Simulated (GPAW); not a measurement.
# CuO (Cccm) in GPAW: notebook

One crystal, CuO, is run at these levels: LDA+U; tasks: single point.

Everything below comes from runs of GPAW 26.7.0. Logs are shortened: lines on timing, memory, paths and dates and some standing lists are left out, and cuts for length are marked. The log counts tension as positive stress, the text compression.

## Step 1: Starting point

Symmetry: Cccm, No. 66, orthorhombic system. The conventional cell has a = 3.982 Å, b = 4.307 Å, c = 5.156 Å, α = 90.00°, β = 90.00°, γ = 90.00°. Cu (site symmetry 2/m) is surrounded by 4 O at 1.95 Å. O (site symmetry 222) is surrounded by 4 Cu at 1.95 Å.

Measurements of this composition are mostly on another form, of space group No. 15.

## Step 2: Single point, LDA+U

Input file run.py:

```python
from ase import Atoms
from ase.dft.bandgap import bandgap
from ase.io import write
from ase.units import GPa
from gpaw import GPAW, PW

atoms = Atoms(['Cu', 'Cu', 'O', 'O'],
              cell=[[1.990968, -2.15355, 0.0],
                    [1.990968, 2.15355, 0.0],
                    [0.0, 0.0, 5.155928]],
              scaled_positions=[[0.5, 0.0, 0.0],
                                [0.0, 0.5, 0.5],
                                [0.5, 0.5, 0.25],
                                [0.5, 0.5, 0.75]],
              pbc=True)

calc = GPAW(mode=PW(800),
            xc='LDA',
            kpts={'size': (9, 9, 5), 'gamma': True},
            occupations={'name': 'fermi-dirac', 'width': 0.05},
            setups={'Cu': ':d,4.0'},
            nbands=33,
            convergence={'density': 1e-05, 'energy': 1e-05},
            maxiter=150,
            txt='gpaw.txt')
atoms.calc = calc
energy = atoms.get_potential_energy()
forces = atoms.get_forces()
stress = atoms.get_stress()
calc.write('gs.gpw')
write('result.traj', atoms)
print(f'Energy: {energy:.6f} eV')
print('Forces (eV/A):')
print(forces.round(4))
print('Stress (GPa):', (stress / GPa).round(3))
print('Fermi level:', round(calc.get_fermi_level(), 4), 'eV')
print(f'Gap: {bandgap(calc)[0]:.4f} eV, direct: {bandgap(calc, direct=True)[0]:.4f} eV')
```

Potentials or basis: the program's PAW data sets (release 1.2.1) made for this functional, pw.

Started as:

```sh
$ OMP_NUM_THREADS=1 python run.py
```

gpaw.txt:

```text
__  _  _
 | _ |_)|_||  |
 |__||  | ||/\| - 26.7.0

Input parameters:
  mode=PW(ecut=800.0),
  convergence={'density': 1e-05, 'energy': 1e-05},
  kpts=MonkhorstPack(size=(9, 9, 5), gamma=True),
  maxiter=150,
  nbands=33,
  occupations=Occupations(name='fermi-dirac', width=0.05),
  setups={'Cu': ':d,4.0'},
  xc=XC(name='LDA')

Diagonalizing LCAO Hamiltonian
Converting LCAO to pw mode

         CO

          O

       Cu

Atoms  # Å, Bohr magnetons
|   | symbol |        x |         y |        z |    initial magnetic moments |
|---|--------|----------|-----------|----------|-----------------------------|
| 0 |     Cu | 0.995484 | -1.076775 | 0.000000 | ( 0.0000,  0.0000,  0.0000) |
| 1 |     Cu | 0.995484 |  1.076775 | 2.577964 | ( 0.0000,  0.0000,  0.0000) |
| 2 |      O | 1.990968 |  0.000000 | 1.288982 | ( 0.0000,  0.0000,  0.0000) |
| 3 |      O | 1.990968 |  0.000000 | 3.866946 | ( 0.0000,  0.0000,  0.0000) |

Unit cell  # Å
| periodic |        x |         y |        z |  lengths |    angles |
|----------|----------|-----------|----------|----------|-----------|
|      yes | 1.990968 | -2.153550 | 0.000000 | 2.932871 | 90.000000 |
|      yes | 1.990968 |  2.153550 | 0.000000 | 2.932871 | 90.000000 |
|      yes | 0.000000 |  0.000000 | 5.155928 | 5.155928 | 94.492917 |

Number of symmetries: 4
Symmetry operations  # r_c * U_cc + t_c -> r_c
|   | kind |            matrix            |
|---|------|------------------------------|
| 0 |  E   |  1, 0, 0,  0, 1, 0,  0, 0, 1 |
| 1 |  σ   |  1, 0, 0,  0, 1, 0,  0, 0,-1 |
| 2 |  C2  | -1, 0, 0,  0,-1, 0,  0, 0, 1 |
| 3 |  i   | -1, 0, 0,  0,-1, 0,  0, 0,-1 |

BZ-sampling:
  Number of BZ points: 405
  Number of IBZ points: 123

  Monkhorst-Pack size: [9, 9, 5]
  Monkhorst-Pack shift: [0, 0, 0]

K-points  # in reciprocal-cell coordinates
|     |                                coordinates |     weight |
|-----|--------------------------------------------|------------|
|   0 | (  0.00000000,   0.00000000,   0.00000000) | 0.00246914 |
|   1 | (  0.00000000,   0.00000000,   0.20000000) | 0.00493827 |
|   2 | (  0.00000000,   0.00000000,   0.40000000) | 0.00493827 |
|   3 | (  0.00000000,   0.11111111,   0.00000000) | 0.00493827 |
|   4 | (  0.00000000,   0.11111111,   0.20000000) | 0.00987654 |
|   5 | (  0.00000000,   0.11111111,   0.40000000) | 0.00987654 |
|   6 | (  0.00000000,   0.22222222,   0.00000000) | 0.00493827 |
|   7 | (  0.00000000,   0.22222222,   0.20000000) | 0.00987654 |
|   8 | (  0.00000000,   0.22222222,   0.40000000) | 0.00987654 |
|   9 | (  0.00000000,   0.33333333,   0.00000000) | 0.00493827 |
| ... |                                            |            |
| 122 | (  0.44444444,   0.44444444,   0.40000000) | 0.00987654 |

Plane wave coefficients: 2289
Cutoff: 800.0 eV

Spin-components: 1 (collinear spins)
Bands:           33
Projectors:      22
Spin-degeneracy: 2
Datatype:        complex128

Parallelization:
  kpt:    1
  domain: 1
  band:   1

Density:
  Valence electrons: 34.0
  Components: 1
  Grid points: [20 20 35]
  Charge: 0.0  # |e|

Potential:
  Grid points: [20 20 35]

species:
  Cu:
    name:    Copper
    Z:       29.0
    valence: 11
    core:    18
    charge:  0.0  # [|e|]
    Hubbard: {U: 4.0,  # eV
              l: 2,
              scale: True}
    compensation charges:
      type: gauss
      rc: 0.33  # [Å]
      lmax: 2
    cutoffs:
      filter: 2.06  # [Å]
      core: 2.43  # [Å]
    projectors
    | kind |    occ | energy [eV] | rcut [Å] |
    |------|--------|-------------|----------|
    |   4s |  1.000 |      -4.857 |    1.164 |
    |   4p |  0.000 |      -0.783 |    1.164 |
    |   3d | 10.000 |      -5.324 |    1.058 |
    |    s |        |      22.354 |    1.164 |
    |    p |        |      26.429 |    1.164 |
    |    d |        |      21.887 |    1.058 |

    Using partial waves for Cu as LCAO basis

  O:
    name:    Oxygen
    Z:       8.0
    valence: 6
    core:    2
    charge:  0.0  # [|e|]
    compensation charges:
      type: gauss
      rc: 0.21  # [Å]
      lmax: 2
    cutoffs:
      filter: 1.17  # [Å]
      core: 0.83  # [Å]
    projectors
    | kind |    occ | energy [eV] | rcut [Å] |
    |------|--------|-------------|----------|
    |   2s |  2.000 |     -23.752 |    0.688 |
    |   2p |  4.000 |      -9.195 |    0.598 |
    |    s |        |       3.459 |    0.688 |
    |    p |        |      18.016 |    0.598 |
    |    d |        |       0.000 |    0.619 |

    Using partial waves for O as LCAO basis

Reference energy: -93958.010232  # eV

eigensolver:
  PPCG
  Converge bands: occupied
  niter=2

density mixing:
  MSR1-Mixer
  Pratt-step length: 0.05
  Maximum mixing coefficient: 0.75
  Old densities: 10
  SVD Regularization: 0.005
  Good broyden scale: 1.0
  Trust region scale: 1.0
  Backstep threshold: 4.0
  History deletion threshold: 6.0
  Fourier metric: weight=20.0, sigma=0.015

occupation numbers:
  Fermi-Dirac:
    width: 0.0500  # eV

poisson solver:
  ecut: 6400.0  # eV

xc functional:
  name: None

convergence criteria:
- Maximum integral of absolute [dens]ity change: 1e-05 electrons / valence electron
- Maximum [total energy] change in last 3 cyles: 1e-05 eV / valence electron
- Maximum integral of absolute [eigenst]ate change: 4e-08 eV^2 / valence electron
maximum number of iterations: 150

SCF iterations
|iter     | |      energy | eigst |  dens |
|---------|-|-------------|-------|-------|
|iter:   1| |  -26.183929 | +0.12 |       |
|iter:   2| |  -24.761357 | -1.89 | -0.97 |
|iter:   3| |  -22.780337 | -1.32 | -1.05 |
|iter:   4| |  -22.756046 | -3.11 | -1.62 |
|iter:   5| |  -22.755069 | -3.21 | -1.79 |
|iter:   6| |  -22.764593 | -3.26 | -2.20 |
|iter:   7| |  -22.748629 | -3.73 | -2.15 |
|iter:   8| |  -22.748687 | -5.64 | -3.05 |
|iter:   9| |  -22.748748c| -5.52 | -3.20 |
|iter:  10| |  -22.748748c| -7.72c| -4.51 |
|iter:  11| |  -22.748748c| -8.84c| -4.99 |
|iter:  12| |  -22.748748c| -9.18c| -5.83c|

Converged in 12 steps
Energy contributions relative to reference atoms: (reference = -93958.010232)

Energy contributions:
  Kinetic:          17.131295
  Coulomb:         -21.190103
  Zero:              0.501801
  External:          0.000000
  Xc:              -19.182080
  Entropy:          -0.019322
  Spinorbit:         0.000000
  ----------------------------
  Free energy:     -22.758409
  Extrapolated:    -22.748748

dipole moment: (-8.587234, -0.000000, -11.119004)  # |e|*Ang

Fermi level: 4.853
Eigenvalues  # (at kpt = [0.000, 0.000, 0.000])
| band index |      eig [eV] | occ [0-2] |
|------------|---------------|-----------|
|          0 |       -14.393 |     2.000 |
|        ... |               |           |
|          8 |         1.574 |     2.000 |
|          9 |         1.609 |     2.000 |
|         10 |         1.645 |     2.000 |
|         11 |         1.687 |     2.000 |
|         12 |         1.696 |     2.000 |
|         13 |         1.710 |     2.000 |
[... 8 lines left out ...]
|         22 |        19.641 |     0.000 |
|         23 |        19.762 |     0.000 |
|        ... |               |           |
|         32 |        29.037 |     0.000 |

No gap
No difference between direct/indirect transitions

Forces  # eV/Ang
|       x |       y |        z |
|---------|---------|----------|
| 0.00000 | 0.00000 |  0.00000 |  # Cu   0
| 0.00000 | 0.00000 |  0.00000 |  # Cu   1
| 0.00000 | 0.00000 | -0.00006 |  # O    2
| 0.00000 | 0.00000 |  0.00006 |  # O    3

Stress tensor  # eV/Ang^3
|        x |        y |        z |
|----------|----------|----------|
| 0.058717 | 0.000000 | 0.000000 |
| 0.000000 | 0.067772 | 0.000000 |
| 0.000000 | 0.000000 | 0.081468 |

# Writing to gs.gpw (mode='')
```

Run time: 2.4 min. Hardware: 1 thread of Arm Neoverse V2, shared host; peak memory 0.36 GiB.

What came out:

```yaml
Free_energy: -22.7584 eV
Pressure: -11.1 GPa
Band_gap_on_the_k_mesh: none (metal or under the smearing width)
```

Caveat: with this Cu data set, volumes or pressures lay over 1.5 % or 2 GPa off other programs in two to four cells of ten; the run has no spin polarisation, though such a crystal can be magnetic; U without spin polarisation on a metal has little footing.

## Step 3: Single point, LDA+U

run.py: that of step 2 with these lines changed.

```diff
@@ -20,3 +20,3 @@
             occupations={'name': 'fermi-dirac', 'width': 0.05},
-            setups={'Cu': ':d,4.0'},
+            setups={'Cu': ':d,5.0'},
             nbands=33,
```

Potentials or basis: the program's PAW data sets (release 1.2.1) made for this functional, pw.

Started as:

```sh
$ OMP_NUM_THREADS=1 python run.py
```

Run time: 2.5 min. Hardware: 1 thread of Arm Neoverse V2, shared host; peak memory 0.36 GiB.

The run converged. Its results:

```yaml
Free_energy: -22.6206 eV
Pressure: -11.2 GPa
Band_gap_on_the_k_mesh: none (metal or under the smearing width)
```

Stress tensor (GPa, compression positive):
```
 -9.55   0.00   0.00
  0.00 -10.87   0.00
  0.00   0.00 -13.05
```

Levels at points of the mesh, in eV from the Fermi level:
```
           k point  band 15  band 16  band 17  band 18  band 19  band 20
(0.00, 0.00, 0.00)    -2.75    -2.15     0.61     0.81     1.57     6.49
```

Caveat: with this Cu data set, volumes or pressures lay over 1.5 % or 2 GPa off other programs in two to four cells of ten; the run has no spin polarisation, though such a crystal can be magnetic; U without spin polarisation on a metal has little footing.

## Step 4: Single point, LDA+U

run.py: that of step 3 with these lines changed.

```diff
@@ -20,3 +20,3 @@
             occupations={'name': 'fermi-dirac', 'width': 0.05},
-            setups={'Cu': ':d,5.0'},
+            setups={'Cu': ':d,6.0'},
             nbands=33,
```

Potentials or basis: the program's PAW data sets (release 1.2.1) made for this functional, pw.

Started as:

```sh
$ OMP_NUM_THREADS=1 python run.py
```

gpaw.txt:

```text
__  _  _
 | _ |_)|_||  |
 |__||  | ||/\| - 26.7.0

Input parameters:
  mode=PW(ecut=800.0),
  convergence={'density': 1e-05, 'energy': 1e-05},
  kpts=MonkhorstPack(size=(9, 9, 5), gamma=True),
  maxiter=150,
  nbands=33,
  occupations=Occupations(name='fermi-dirac', width=0.05),
  setups={'Cu': ':d,6.0'},
  xc=XC(name='LDA')

Diagonalizing LCAO Hamiltonian
Converting LCAO to pw mode

         CO

          O

       Cu

Atoms  # Å, Bohr magnetons
|   | symbol |        x |         y |        z |    initial magnetic moments |
|---|--------|----------|-----------|----------|-----------------------------|
| 0 |     Cu | 0.995484 | -1.076775 | 0.000000 | ( 0.0000,  0.0000,  0.0000) |
| 1 |     Cu | 0.995484 |  1.076775 | 2.577964 | ( 0.0000,  0.0000,  0.0000) |
| 2 |      O | 1.990968 |  0.000000 | 1.288982 | ( 0.0000,  0.0000,  0.0000) |
| 3 |      O | 1.990968 |  0.000000 | 3.866946 | ( 0.0000,  0.0000,  0.0000) |

Unit cell  # Å
| periodic |        x |         y |        z |  lengths |    angles |
|----------|----------|-----------|----------|----------|-----------|
|      yes | 1.990968 | -2.153550 | 0.000000 | 2.932871 | 90.000000 |
|      yes | 1.990968 |  2.153550 | 0.000000 | 2.932871 | 90.000000 |
|      yes | 0.000000 |  0.000000 | 5.155928 | 5.155928 | 94.492917 |

Number of symmetries: 4
Symmetry operations  # r_c * U_cc + t_c -> r_c
|   | kind |            matrix            |
|---|------|------------------------------|
| 0 |  E   |  1, 0, 0,  0, 1, 0,  0, 0, 1 |
| 1 |  σ   |  1, 0, 0,  0, 1, 0,  0, 0,-1 |
| 2 |  C2  | -1, 0, 0,  0,-1, 0,  0, 0, 1 |
[... 134 lines left out ...]
maximum number of iterations: 150

SCF iterations
|iter     | |      energy | eigst |  dens |
|---------|-|-------------|-------|-------|
|iter:   1| |  -24.965801 | +0.07 |       |
|iter:   2| |  -23.947608 | -2.03 | -1.01 |
|iter:   3| |  -22.488016 | -1.52 | -1.09 |
|iter:   4| |  -22.484135 | -3.19 | -1.63 |
|iter:   5| |  -22.494175 | -3.33 | -1.80 |
|iter:   6| |  -22.503211 | -3.72 | -2.32 |
|iter:   7| |  -22.497845 | -4.18 | -2.41 |
|iter:   8| |  -22.498164 | -5.89 | -3.05 |
|iter:   9| |  -22.498397 | -5.33 | -3.23 |
|iter:  10| |  -22.498398c| -7.32 | -4.33 |
|iter:  11| |  -22.498398c| -8.01c| -4.65 |
|iter:  12| |  -22.498398c| -8.82c| -5.58c|

Converged in 12 steps
Energy contributions relative to reference atoms: (reference = -93958.010232)

Energy contributions:
  Kinetic:          30.644874
  Coulomb:         -32.704673
  Zero:              0.461775
  External:          0.000000
  Xc:              -20.890754
  Entropy:          -0.019241
  Spinorbit:         0.000000
  ----------------------------
  Free energy:     -22.508019
  Extrapolated:    -22.498398

dipole moment: (-8.527497, -0.000000, -11.041654)  # |e|*Ang

Fermi level: 4.687
Eigenvalues  # (at kpt = [0.000, 0.000, 0.000])
| band index |      eig [eV] | occ [0-2] |
|------------|---------------|-----------|
|          0 |       -14.445 |     2.000 |
|        ... |               |           |
|          8 |         0.910 |     2.000 |
|          9 |         0.979 |     2.000 |
|         10 |         1.004 |     2.000 |
|         11 |         1.093 |     2.000 |
|         12 |         1.650 |     2.000 |
|         13 |         1.666 |     2.000 |
[... 8 lines left out ...]
|         22 |        19.704 |     0.000 |
|         23 |        19.832 |     0.000 |
|        ... |               |           |
|         32 |        28.901 |     0.000 |

No gap
No difference between direct/indirect transitions

Forces  # eV/Ang
|       x |       y |        z |
|---------|---------|----------|
| 0.00000 | 0.00000 |  0.00000 |  # Cu   0
| 0.00000 | 0.00000 |  0.00000 |  # Cu   1
| 0.00000 | 0.00000 | -0.00007 |  # O    2
| 0.00000 | 0.00000 |  0.00007 |  # O    3

Stress tensor  # eV/Ang^3
|        x |        y |        z |
|----------|----------|----------|
| 0.060429 | 0.000000 | 0.000000 |
| 0.000000 | 0.067920 | 0.000000 |
| 0.000000 | 0.000000 | 0.081559 |

# Writing to gs.gpw (mode='')
```

It took 2.4 min on 1 thread of Arm Neoverse V2, shared host; peak memory 0.36 GiB.

What came out:

```yaml
Free_energy: -22.5080 eV
Pressure: -11.2 GPa
Band_gap_on_the_k_mesh: none (metal or under the smearing width)
```

Levels at points of the mesh, in eV from the Fermi level:
```
           k point  band 13  band 14  band 15  band 16  band 17  band 18  band 19  band 20  band 21  band 22
(0.00, 0.00, 0.00)    -3.04    -3.02    -2.91    -2.09     0.61     0.81     1.61     6.57     7.55    13.49
```

Caveat: with this Cu data set, volumes or pressures lay over 1.5 % or 2 GPa off other programs in two to four cells of ten; the run has no spin polarisation, though such a crystal can be magnetic; U without spin polarisation on a metal has little footing.

[end of part 1 of 2]
